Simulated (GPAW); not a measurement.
# LiF (Griceite): G0W0 on several meshes in GPAW

Wanted: mesh dependence and cost of G0W0 for LiF (Griceite).

Calculated with GPAW 26.7.0; PBE and many-body steps on it, plane waves.

## 1. The structure

The structure is cubic, space group Fm-3m (No. 225). Conventional cell: a = 4.028 Å, b = 4.028 Å, c = 4.028 Å, α = 90.00°, β = 90.00°, γ = 90.00°. Nearest to Li lie 6 F at 2.01 Å. Nearest to F lie 6 Li at 2.01 Å. Farther neighbours and most contacts between anions are not listed.

As a file:

```xyz
2
Lattice="0.0000 2.0140 2.0140 2.0140 0.0000 2.0140 2.0140 2.0140 0.0000" Properties=species:S:1:pos:R:3 pbc="T T T"
Li    0.0000    0.0000    0.0000
F     2.0140    2.0140    2.0140
```

The cell and positions come from the Crystallography Open Database and are kept as given unless a step says otherwise.

## 2. Empty states on the mesh, 6×6×6 mesh, 156 bands

This step: GPAW 26.7.0; DFT, PBE, plane waves, PAW.

The sums over transitions need many empty states on a uniform mesh; this step solves for them.

File run.py:

```python
import json
import numpy as np
from gpaw.mpi import world
from gpaw import GPAW

calc = GPAW('gs.gpw').fixed_density(kpts={'size': (6, 6, 6), 'gamma': True},
    parallel={'domain': 1, 'band': 1},
    txt='nscf.txt')
calc.diagonalize_full_hamiltonian(nbands=156)
calc.write('full.gpw', mode='all')
res = {}
kpts = calc.get_ibz_k_points()
res['kpts'] = kpts
res['eigenvalues'] = [calc.get_eigenvalues(kpt=k) for k in range(len(kpts))]
res['n_electrons'] = calc.get_number_of_electrons()

if world.rank == 0:
    with open('result.json', 'w') as f:
        json.dump(res, f, default=lambda x: x.tolist())
```

Run with:

```console
mpirun -n 4 gpaw python run.py
```

Numbers of over 12 decimals in the logs are rounded to 6 here.

What it wrote:

```text
Diagonalizing LCAO Hamiltonian
Converting LCAO to pw mode
convergence criteria:
- Maximum integral of absolute [eigenst]ate change: 4e-08 eV^2 / valence electron
maximum number of iterations: 100

SCF iterations
|iter     |     time |      energy | eigst |  dens |
|iter:   1|  |             | +2.03 |       |
|iter:   2|  |             | +0.43 |       |
|iter:   3|  |             | -2.05 |       |
|iter:   4|  |             | -4.47 |       |
|iter:   5|  |             | -6.36 |       |
|iter:   6|  |             | -7.91c|       |
SCF steps: 6
  __  _  _
 | _ |_)|_||  |
 |__||  | ||/\| - 26.7.0

Input parameters:
  mode=PW(ecut=600.0),
  convergence={'density': 1e-06, 'bands': -3},
  gpts=array([18, 18, 18]),
  kpts=MonkhorstPack(size=(6, 6, 6), gamma=True),
  maxiter=100,
  nbands=11,
  occupations=Occupations(name='fermi-dirac', width=0.001, fixmagmom=False),
  parallel={'domain': 1, 'band': 1},
  xc=XC(name='PBE')
Matrix size: 554x554
# Writing to full.gpw (mode='all')
  [... matrices ...]

timing:  # [seconds]
  Total: 1.349  # ━━━━━━━━━━━━━━━━━━━━━━━━━━━━━━━━━━━━━━━━━━━━━━━━━━━━━━━━━━━
```

Wall time 5 s (4 MPI ranks of Arm Neoverse V1, shared host); peak memory 0.69 GiB; 19 s of CPU time.

This step gave:

| Item | Value |
| --- | --- |
| gap | 9.070 eV |
| k of the valence top | 0, 0, 0 |
| k of the conduction bottom | 0, 0, 0 |
| least direct gap | 9.070 eV |
| k points computed | 16 |
| lowest point of the top converged band, above the valence top | 244.3024 eV |

On this mesh the gap is 9.070 eV.

## 3. 6×6×6

Now the one-shot GW correction: screening in the RPA, then the self-energy of the levels asked for.

This step: G0W0 on PBE, plane waves, PAW.

File run.py:

```python
import json
import numpy as np
from gpaw.mpi import world
from gpaw.response.g0w0 import G0W0

gw = G0W0('full.gpw',
    filename='gw',
    kpts=[0],
    bands=(2, 6),
    ecut=150,
    nbands=68,
    integrate_gamma='WS',
    ppa=True)
gw.calculate()
res = {mode: {k: v for k, v in r.items() if k != 'sigma_eskwn'}
       for mode, r in gw.all_results.items()}

if world.rank == 0:
    with open('result.json', 'w') as f:
        json.dump(res, f, default=lambda x: x.tolist())
```

Run with:

```console
mpirun -n 4 gpaw python run.py
```

What it wrote:

```text
Using integrator: PointIntegrator
FrequencyGridDescriptor(from 0.000+0.000j to 0.000+27.211j eV, 2 points)
Nonperiodic BCs:  [False False False]
Using integrator: PointIntegrator
FrequencyGridDescriptor(from 0.000+0.000j to 0.000+27.211j eV, 2 points)
Nonperiodic BCs:  [False False False]
  ___  _ _ _
 |   || | | |
 | | || | | |
 |__ ||_____|
 |___|

BZ k-points: Symmetries present (total): 48

  [... matrices ...]
216 k-points: 6 x 6 x 6 Monkhorst-Pack grid + [1/12,1/12,1/12]
16 k-points in the irreducible part of the Brillouin zone
       k-points in crystal coordinates                weights
   0:     0.00000000    0.00000000    0.00000000          1/216
   1:     0.16666667    0.16666667    0.00000000          6/216
   2:     0.16666667    0.16666667    0.16666667          8/216
   3:     0.33333333    0.16666667    0.16666667         12/216
   4:     0.33333333    0.33333333   -0.33333333         12/216
   5:     0.33333333    0.33333333    0.00000000          6/216
   6:     0.33333333    0.33333333    0.16666667         24/216
   7:     0.33333333    0.33333333    0.33333333          8/216
   8:     0.50000000    0.33333333   -0.33333333         24/216
   9:     0.50000000    0.33333333   -0.16666667         12/216
          ...
  15:     0.50000000    0.50000000    0.50000000          4/216

Distributing spins, k-points and bands (1 x 1 x 4) over 4 processes
Number of blocks: 1

Quasi particle states:
k-points (IBZ indices): [0]
Band range: (2, 6)
  [... matrices ...]
Computational parameters:
Plane wave cut-off: 150 eV
Number of bands: 68
Coulomb cutoff: None
Broadening: 0.1 eV

fxc modes: GW
Kernel: RPA
Using Godby-Needs plasmon-pole approximation:
  Fitting energy: i*E0, E0 = 1.000 Hartree
Summing all q:

Calculating screened Coulomb potential
No Coulomb truncation
FrequencyGridDescriptor(from 0.000+0.000j to 0.000+27.211j eV, 2 points)
Removing empty qpoint cache files...

Calculating chi0 body with:
    Ground state adapter containing:
    Number of spins: 1
    Number of kpoints: 216
    Number of irreducible kpoints: 16
    Number of completely occupied states: 4
    Number of partially occupied states: 4
    Occupied states memory: 0.35595703125 M / cpu

    Linear response parametrization:
    q_c: [1.3877787807814457e-17, 1.3877787807814457e-17, 1.3877787807814457e-17]
    Number of frequency points: 2
    Planewave cutoff: 150.0
    Number of bands: 68
    Number of planewaves: 65
    Broadening (eta): 1e-06
    comm.size: 4
    kncomm.size: 4
    blockcomm.size: 1

    Memory estimate of potentially large arrays:
        chi0_wGG: 0.128937 M / cpu
Integrating chi0 body.

Symmetries of q_c:
    Direct symmetries (Uq -> q): 48
    Indirect symmetries (TUq -> q): 0
In total 48 allowed symmetries.

  [... matrices ...]
16 groups of equivalent kpoints. 92.592593% reduction.

Integral kind: response function
Integrating chi0 head and wings.

Symmetries of q_c:
    Direct symmetries (Uq -> q): 48
    Indirect symmetries (TUq -> q): 0
In total 48 allowed symmetries.

  [... matrices ...]
16 groups of equivalent kpoints. 92.592593% reduction.

Integral kind: response function wings

Calculating chi0 body with:
    Ground state adapter containing:
    Number of spins: 1
    Number of kpoints: 216
    Number of irreducible kpoints: 16
    Number of completely occupied states: 4
    Number of partially occupied states: 4
[... the further q-points ...]

Results:
f:      Occupation numbers
eps:     KS-eigenvalues [eV]
vxc:     KS vxc [eV]
exx:     Exact exchange [eV]
sigma:   Self-energies [eV]
dsigma:  Self-energy derivatives
Z:       Renormalization factors
qp:      QP-energies [eV]

k-point 0 (0): (0.000, 0.000, 0.000)                GW
band       f     eps     vxc     exx   sigma  dsigma       Z      qp
                                                                   GW
   2   1.000  -0.676 -24.228 -31.854   4.576  -0.217   0.822  -3.182
   3   1.000  -0.676 -24.228 -31.854   4.576  -0.217   0.822  -3.182
   4   0.000   8.393 -12.400  -7.509  -3.001  -0.121   0.892  10.079
   5   0.000  23.528  -9.361  -2.968  -3.817  -0.155   0.866  25.759
```

The job ended after 27 s (4 MPI ranks; peak memory 0.91 GiB).

This step gave:

| Property | Result |
| --- | --- |
| G0W0 gap on the points computed | 13.26 eV |
| least direct G0W0 gap on the computed points | 13.26 eV |
| Z at the valence top | 0.8215 |
| Z at the conduction bottom | 0.8917 |
| starting gap on the mesh | 9.070 eV |
| k of the valence top | 0, 0, 0 |
| k of the conduction bottom | 0, 0, 0 |

The gap on the mesh goes from 9.07 eV to 13.26 eV, a correction of +4.19 eV.

## 4. Empty states on the mesh, 4×4×4 mesh, 78 bands

This step: DFT, PBE, plane waves, PAW.

File run.py:

```python
import json
import numpy as np
from gpaw.mpi import world
from gpaw import GPAW

calc = GPAW('gs.gpw').fixed_density(kpts={'size': (4, 4, 4), 'gamma': True},
    parallel={'domain': 1, 'band': 1},
    txt='nscf.txt')
calc.diagonalize_full_hamiltonian(nbands=78)
calc.write('full.gpw', mode='all')
res = {}
kpts = calc.get_ibz_k_points()
res['kpts'] = kpts
res['eigenvalues'] = [calc.get_eigenvalues(kpt=k) for k in range(len(kpts))]
res['n_electrons'] = calc.get_number_of_electrons()

if world.rank == 0:
    with open('result.json', 'w') as f:
        json.dump(res, f, default=lambda x: x.tolist())
```

Run with:

```console
mpirun -n 4 gpaw python run.py
```

What it wrote:

```text
Diagonalizing LCAO Hamiltonian
Converting LCAO to pw mode
convergence criteria:
- Maximum integral of absolute [eigenst]ate change: 4e-08 eV^2 / valence electron
maximum number of iterations: 100

SCF iterations
|iter     |     time |      energy | eigst |  dens |
|iter:   1|  |             | +2.02 |       |
|iter:   2|  |             | +0.41 |       |
|iter:   3|  |             | -1.62 |       |
|iter:   4|  |             | -4.04 |       |
|iter:   5|  |             | -6.14 |       |
|iter:   6|  |             | -8.07c|       |
SCF steps: 6
  __  _  _
 | _ |_)|_||  |
 |__||  | ||/\| - 26.7.0

Input parameters:
  mode=PW(ecut=600.0),
  convergence={'density': 1e-06, 'bands': -3},
  gpts=array([18, 18, 18]),
  kpts=MonkhorstPack(size=(4, 4, 4), gamma=True),
  maxiter=100,
  nbands=11,
  occupations=Occupations(name='fermi-dirac', width=0.001, fixmagmom=False),
  parallel={'domain': 1, 'band': 1},
  xc=XC(name='PBE')
Matrix size: 560x560
# Writing to full.gpw (mode='all')
  [... matrices ...]

timing:  # [seconds]
  Total: 0.622  # ━━━━━━━━━━━━━━━━━━━━━━━━━━━━━━━━━━━━━━━━━━━━━━━━━━━━━━━━━━━
```

Elapsed: 4 s, on 4 MPI ranks; peak memory 0.63 GiB.

This step gave:

| Property | Result |
| --- | --- |
| gap | 9.070 eV |
| k of the valence top | 0, 0, 0 |
| k of the conduction bottom | 0, 0, 0 |
| least direct gap | 9.070 eV |
| k points computed | 8 |
| lowest point of the top converged band, above the valence top | 150.8800 eV |

On this mesh the gap is 9.070 eV.

## 5. 4×4×4

This step: G0W0 on PBE, plane waves, PAW.

File run.py:

```python
import json
import numpy as np
from gpaw.mpi import world
from gpaw.response.g0w0 import G0W0

gw = G0W0('full.gpw',
    filename='gw',
    kpts=[0],
    bands=(2, 6),
    ecut=150,
    nbands=68,
    integrate_gamma='WS',
    ppa=True)
gw.calculate()
res = {mode: {k: v for k, v in r.items() if k != 'sigma_eskwn'}
       for mode, r in gw.all_results.items()}

if world.rank == 0:
    with open('result.json', 'w') as f:
        json.dump(res, f, default=lambda x: x.tolist())
```

Run with:

```console
mpirun -n 4 gpaw python run.py
```

What it wrote:

```text
Using integrator: PointIntegrator
FrequencyGridDescriptor(from 0.000+0.000j to 0.000+27.211j eV, 2 points)
Nonperiodic BCs:  [False False False]
Using integrator: PointIntegrator
FrequencyGridDescriptor(from 0.000+0.000j to 0.000+27.211j eV, 2 points)
Nonperiodic BCs:  [False False False]
  ___  _ _ _
 |   || | | |
 | | || | | |
 |__ ||_____|
 |___|

BZ k-points: Symmetries present (total): 48

  [... matrices ...]
64 k-points: 4 x 4 x 4 Monkhorst-Pack grid + [1/8,1/8,1/8]
8 k-points in the irreducible part of the Brillouin zone
       k-points in crystal coordinates                weights
   0:     0.00000000    0.00000000    0.00000000          1/64
   1:     0.25000000    0.25000000    0.00000000          6/64
   2:     0.25000000    0.25000000    0.25000000          8/64
[...]
6:     0.50000000    0.50000000    0.25000000         24/64
   7:     0.50000000    0.50000000    0.50000000          4/64

Distributing spins, k-points and bands (1 x 1 x 4) over 4 processes
Number of blocks: 1

Quasi particle states:
k-points (IBZ indices): [0]
Band range: (2, 6)
  [... matrices ...]
Computational parameters:
Plane wave cut-off: 150 eV
Number of bands: 68
Coulomb cutoff: None
Broadening: 0.1 eV

fxc modes: GW
Kernel: RPA
Using Godby-Needs plasmon-pole approximation:
  Fitting energy: i*E0, E0 = 1.000 Hartree
Summing all q:

Calculating screened Coulomb potential
No Coulomb truncation
FrequencyGridDescriptor(from 0.000+0.000j to 0.000+27.211j eV, 2 points)
Removing empty qpoint cache files...

Calculating chi0 body with:
    Ground state adapter containing:
    Number of spins: 1
    Number of kpoints: 64
    Number of irreducible kpoints: 8
    Number of completely occupied states: 4
    Number of partially occupied states: 4
    Occupied states memory: 0.35595703125 M / cpu

    Linear response parametrization:
    q_c: [0.0, 0.0, 0.0]
    Number of frequency points: 2
    Planewave cutoff: 150.0
    Number of bands: 68
    Number of planewaves: 65
    Broadening (eta): 1e-06
    comm.size: 4
    kncomm.size: 4
    blockcomm.size: 1

    Memory estimate of potentially large arrays:
        chi0_wGG: 0.128937 M / cpu
Integrating chi0 body.

Symmetries of q_c:
    Direct symmetries (Uq -> q): 48
    Indirect symmetries (TUq -> q): 0
In total 48 allowed symmetries.

  [... matrices ...]
8 groups of equivalent kpoints. 87.5% reduction.

Integral kind: response function
Integrating chi0 head and wings.

Symmetries of q_c:
    Direct symmetries (Uq -> q): 48
    Indirect symmetries (TUq -> q): 0
In total 48 allowed symmetries.

  [... matrices ...]
8 groups of equivalent kpoints. 87.5% reduction.

Integral kind: response function wings

Calculating chi0 body with:
    Ground state adapter containing:
    Number of spins: 1
    Number of kpoints: 64
    Number of irreducible kpoints: 8
    Number of completely occupied states: 4
    Number of partially occupied states: 4
    Occupied states memory: 0.35595703125 M / cpu

    Linear response parametrization:
[... the further q-points ...]

Results:
f:      Occupation numbers
eps:     KS-eigenvalues [eV]
vxc:     KS vxc [eV]
exx:     Exact exchange [eV]
sigma:   Self-energies [eV]
dsigma:  Self-energy derivatives
Z:       Renormalization factors
qp:      QP-energies [eV]

k-point 0 (0): (0.000, 0.000, 0.000)                GW
band       f     eps     vxc     exx   sigma  dsigma       Z      qp
                                                                   GW
   2   1.000  -0.676 -24.228 -31.866   4.572  -0.219   0.821  -3.192
   3   1.000  -0.676 -24.228 -31.866   4.572  -0.219   0.821  -3.192
   4   0.000   8.393 -12.400  -7.492  -3.011  -0.122   0.892  10.084
   5   0.000  23.528  -9.361  -2.968  -3.804  -0.152   0.868  25.776
```

Elapsed: 8.1 s, on 4 MPI ranks; peak memory 0.81 GiB.

This step gave:

- G0W0 gap on the points computed: 13.28 eV
- least direct G0W0 gap on the computed points: 13.28 eV
- Z at the valence top: 0.8206
- Z at the conduction bottom: 0.8915
- starting gap on the mesh: 9.070 eV
- k of the valence top: 0, 0, 0
- k of the conduction bottom: 0, 0, 0

Against G0W0 in GPAW (6×6×6 mesh, 68 bands, screening to 150 eV, Godby-Needs plasmon pole), the gap moves by +0.016 eV.

## 6. Side by side

Times are wall times on 4 MPI ranks of Arm Neoverse V1, shared host, good to a factor of about two.

```
  run   mesh  bands  screening cutoff (eV)  DFT gap (eV)  gap on the mesh (eV)  direct (eV)   time
6×6×6  6×6×6     68                    150         9.070                13.261       13.261   27 s
4×4×4  4×4×4     68                    150         9.070                13.277       13.277  8.1 s
```

## 7. Summary of results

```
6×6×6        : 13.261 eV
4×4×4        : 13.277 eV
known limits : not at the basis limit; coarse k mesh
```

What this shows: 4×4×4: +0.016 eV against 6×6×6. Bands and cutoff are finite, so the gap is not at the basis limit. The miss can reach some tenths of an eV and take either sign; the mesh is an error of its own. These stock PAW sets were not made for GW. In the G0W0 runs levels were corrected at 1 k point alone, so a gap called «on the mesh» is the least over those, and an edge elsewhere would be missed.

[Paths, hosts, dates, memory and timing lines, banners, echoed tables and standing remarks are left out of the program output.]

[Logs are printed without paths, hosts, clocks, repeated set-up lines and the standing remarks that a program may print on its own settings, such as how far it seeks lower states.]

[Runs of the session that timed out or met a known fault of the program may be left out.]

[Hosts, paths, dates, database ids (printed as entryN), source tags and the programs' standing remarks are cut or masked in the printed files.]
